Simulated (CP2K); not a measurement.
Ga:

```
Ga
1.0
     4.25739    0.00000    0.00000
    -3.35887    2.61599    0.00000
    -0.03815   -0.11108    3.32993
Ga
2
Cartesian
  -2.3898 2.1900 2.4974
  3.2501 0.3149 0.8325
```

This isn't the form of Ga at room conditions, which is orthorhombic.

| Item | Value |
| --- | --- |
| Program | CP2K 2026.2 |
| Task | relaxation of cell and atoms |
| Functional | LDA |
| Potentials or basis | GTH_POTENTIALS Ga GTH-PADE-q13; TZVP-MOLOPT-PBE-GTH basis |
| Density cutoff | 6123 eV |
| k mesh | 8 × 8 × 6 |
| Occupations | fermi-dirac, width 0.1 eV |
| Spin | no spin polarisation |

At the start: pressure -3.3 GPa; volume 18.54 Å³/atom.

Task: How do energy, volume and symmetry change on relaxing?

Result: Over 26 steps the energy falls by 23.2 meV/atom and the volume is 17.43 Å³/atom (-6.0 %); space group C2/c (No. 15, to 0.05 Å).

The path:
```tsv
step	energy change (eV)	largest force (eV/Å)	volume (Å³)
1	0.0000	0.1577	37.09
2	-0.0030	0.1434	36.99
3	-0.0290	0.2375	34.87
4	-0.0316	0.1041	35.39
5	-0.0322	0.1107	35.29
6	-0.0342	0.0901	34.91
7	-0.0352	0.0390	34.78
8	-0.0358	0.0267	34.79
9	-0.0360	0.0438	34.83
10	-0.0364	0.0678	34.89
11	-0.0374	0.1001	34.99
12	-0.0394	0.1348	35.13
13	-0.0417	0.1339	35.23
14	-0.0436	0.0807	35.23
15	-0.0445	0.0168	35.12
16	-0.0446	0.0179	35.07
17	-0.0448	0.0215	35.00
18	-0.0452	0.0261	34.89
19	-0.0457	0.0279	34.77
20	-0.0462	0.0220	34.72
21	-0.0464	0.0156	34.77
22	-0.0464	0.0149	34.80
23	-0.0464	0.0149	34.81
24	-0.0465	0.0150	34.83
25	-0.0465	0.0153	34.86
26	-0.0465	0.0153	34.86
```

Final structure:
```
CELL_PARAMETERS angstrom
4.16646 0.00000 0.00000
-3.31434 2.52656 0.00000
-0.10238 -0.30403 3.31152
ATOMIC_POSITIONS crystal
Ga 0.13293 0.86707 0.75000
Ga 0.86707 0.13293 0.25000
```

Caveat: the basis of atomic orbitals isn't converged, which shifts pressures, moduli and gaps.
